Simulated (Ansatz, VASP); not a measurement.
# One calculation of NaCl, two programs

```xyz
2
Lattice="0.0000 2.8471 2.8471 2.8471 0.0000 2.8471 2.8471 2.8471 0.0000" Properties=species:S:1:pos:R:3 pbc="T T T"
Na    0.0000    0.0000    0.0000
Cl    2.8471    2.8471    2.8471
```

Alike in both runs: functional PBE; k mesh 8 × 8 × 8; occupations gaussian, width 0.02 eV; no spin polarisation.

Ansatz relaxed the structure, and its values are those at the end. VASP's run is a single point on that final structure, the one shown.

|  | VASP | Ansatz |
| --- | --- | --- |
| version | VASP 6.6.1 | Ansatz 0.2.0 |
| potentials or method | VASP PAW PBE potentials, release 64 (Na_pv, Cl) | scalar-relativistic, plane waves, PAW |
| plane-wave cutoff (eV) | 520 | 420 |
| valence electrons in the cell | 14 | 16 |

```csv
,VASP,Ansatz,Ansatz less VASP
gap on the k mesh at the Fermi level (eV),5.00,5.00,+0.001
least direct gap on the mesh (eV),5.00,5.00,+0.001
pressure (GPa),0.0,0.0,+0.03
```

The two sets of potentials don't hold the same shells in valence.

A k mesh can miss the band edges. As with any semilocal functional, this PBE gap is likely too small.
